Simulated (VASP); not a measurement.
# C: molecular dynamics with a monitored distance, by stops when the distance exceeds

C, Fd-3m (no. 227), 8 atoms in the cell. PBE, molecular dynamics; PAW potentials C (PBE set).

| Stops when the distance exceeds (Å) | Largest distance met (Å) | Steps run | Mean temperature (K) | Time (s) |
|---|---|---|---|---|
| 1.637 | 1.611 | 80 | 1093 | 74 |
| 2.471 | 1.611 | 80 | 1093 | 76 |

Limits: 80 fs of 8 atoms are too short for converged averages; the distance is that to the nearest periodic copy, which so small a cell caps; the cell is only 3.6 Å across, so each atom moves in step with near copies of itself.

## Input of the first row

INCAR:
```
ALGO     = Normal         # electronic algorithm
ANDERSEN_PROB= 0.05         
EDIFF    = 1E-5           # SCF threshold, eV
ENCUT    = 400            # plane-wave cutoff, eV
GGA      = PE             # functional
IBRION   = 0              # ionic algorithm
ISIF     = 2              # what is computed and relaxed
ISMEAR   = 0              # smearing method
ISYM     = 0            
KPAR     = 2            
LASPH    = True           # aspherical terms in the spheres
LCHARG   = False          # write CHGCAR
LREAL    = Auto         
LWAVE    = False          # write WAVECAR
MDALGO   = 1            
NELM     = 60             # most SCF steps
NELMIN   = 4            
NSW      = 80             # ionic steps
POTIM    = 1.0            # step
PREC     = Normal         # precision mode
RANDOM_SEED= 489926 0 0   
SIGMA    = 0.05           # smearing width, eV
TEBEG    = 1000         
TEEND    = 1000         
VALUE_MAX= 1.637        
VALUE_MIN= 0.772         
```

KPOINTS:
```
k-points
0
Gamma
  3 3 3
```

ICONST:
```
R 1 2 7
```

POSCAR:
```
C
1.0
    3.5667400000      0.0000000000      0.0000000000
    0.0000000000      3.5667400000      0.0000000000
    0.0000000000      0.0000000000      3.5667400000
C
8
Direct
    0.2500000000      0.2500000000      0.2500000000
    0.5000000000      0.0000000000      0.5000000000
    0.2500000000      0.7500000000      0.7500000000
    0.5000000000      0.5000000000      0.0000000000
    0.7500000000      0.2500000000      0.7500000000
    0.0000000000      0.0000000000      0.0000000000
    0.7500000000      0.7500000000      0.2500000000
    0.0000000000      0.5000000000      0.5000000000
```

Commands:
```
cat potpaw_PBE.64/C/POTCAR > POTCAR
mpirun -np 2 vasp_std > vasp.out
```

Changes of the last row against the first:
```
- VALUE_MAX = 1.637
+ VALUE_MAX = 2.471
```

VASP 6.6.1 took 74 s on 2 cores (AMD EPYC 9R45 (Zen 5)), a shared host.
